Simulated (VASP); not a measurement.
A run of VASP 6.6.1 is set up as follows.

Contents of INCAR:

```
SYSTEM = Rb
ALGO = Fast ; EDIFF = 1E-6
ENCUT = 520 ; GGA = PE
ISIF = 2 ; ISMEAR = 0
LASPH = .True. ; LCHARG = .True.
LELF = .True. ; LREAL = .False.
LVHAR = .True. ; LWAVE = .False.
NBANDS = 16 ; NELM = 100
PREC = Accurate ; SIGMA = 0.1
```

The input KPOINTS:

```
k-points
0
Gamma
  9 9 6
  0 0 0
```

File POSCAR:

```
Rb
1.0
    4.8966359834      0.0000000000      0.0000000000
   -2.4483179917      4.2406111546      0.0000000000
    0.0000000000      0.0000000000      8.8839997153
Rb
2
Direct
    0.3333333300      0.6666666700      0.2500000000
    0.6666666700      0.3333333300      0.7500000000
```

Potentials or basis: VASP PAW PBE potentials, release 64 (Rb_sv).

Launch:

```bash
$ cat potpaw_PBE.64/Rb_sv/POTCAR > POTCAR
$ mpirun -np 1 vasp_std > vasp.out
```

What does it give for the band gap on the k mesh?

None (metal or under the smearing width).

Estimate the pressure.

0.0 GPa.

Stress tensor (GPa, compression positive):
```
 0.12  0.00  0.00
 0.00  0.12  0.00
 0.00  0.00 -0.26
```
